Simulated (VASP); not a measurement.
# BN: NMR shieldings and orbital susceptibility, by functional

BN, F-43m (no. 216), 2 atoms in the cell.

| Functional | Shielding of the first element (ppm) | Shielding of the second element (ppm) | Orbital susceptibility (1e-6 cm³ per mole of cells) | Time (s) |
|---|---|---|---|---|
| LDA | 199.8 | 91.6 | -10.3 | 129 |
| PBE | 202.0 | 94.1 | -10.2 | 135 |
| PBEsol | 202.7 | 94.8 | -10.2 | 138 |
| RPBE | 202.9 | 95.5 | -10.2 | 144 |
| revPBE | 202.7 | 95.3 | -10.2 | 149 |
| PW91 | 201.8 | 93.7 | -10.3 | 140 |
| AM05 | 203.5 | 94.9 | -10.2 | 141 |
| BLYP | 201.6 | 91.5 | -10.4 | 146 |

Limits: rows 1, 2, 3, 6, 7: the pGv and vGv forms of the susceptibility differ by more than 5 %, and the shieldings take over part of that uncertainty through the G = 0 term.

## Input of the first row

INCAR:
```
SYSTEM = BN
GGA = CA
PREC = Accurate
ENCUT = 650
EDIFF = 1E-8
LREAL = .False.
LASPH = .True.
ALGO = Normal
NELM = 120
LWAVE = .False.
LCHARG = .False.
LCHIMAG = .True.
LNMR_SYM_RED = .True.
NLSPLINE = .True.
ISMEAR = 0
SIGMA = 0.01
KPAR = 2
```

KPOINTS:
```
k-points
0
Gamma
  11 11 11
```

POSCAR:
```
BN
1.0
    0.0000000000      1.8130010000      1.8130010000
    1.8130010000      0.0000000000      1.8130010000
    1.8130010000      1.8130010000      0.0000000000
N B
1 1
Direct
    0.2500000000      0.2500000000      0.2500000000
    0.0000000000      0.0000000000      0.0000000000
```

Commands:
```
cat potpaw_LDA.64/N/POTCAR potpaw_LDA.64/B/POTCAR > POTCAR
mpirun -np 2 vasp_std > vasp.out
```

Changes of the last row against the first:
```
- GGA = CA
+ GGA = B5
+ ALDAX = 1.0
+ AGGAX = 1.0
+ AGGAC = 1.0
+ ALDAC = 0.0
- cat potpaw_LDA.64/N/POTCAR potpaw_LDA.64/B/POTCAR > POTCAR
+ cat potpaw_PBE.64/N/POTCAR potpaw_PBE.64/B/POTCAR > POTCAR
```

VASP 6.6.1 took 129 s on 2 cores (Intel Xeon Platinum 8259CL @ 2.50GHz (Skylake/Cascade Lake)), a shared host.
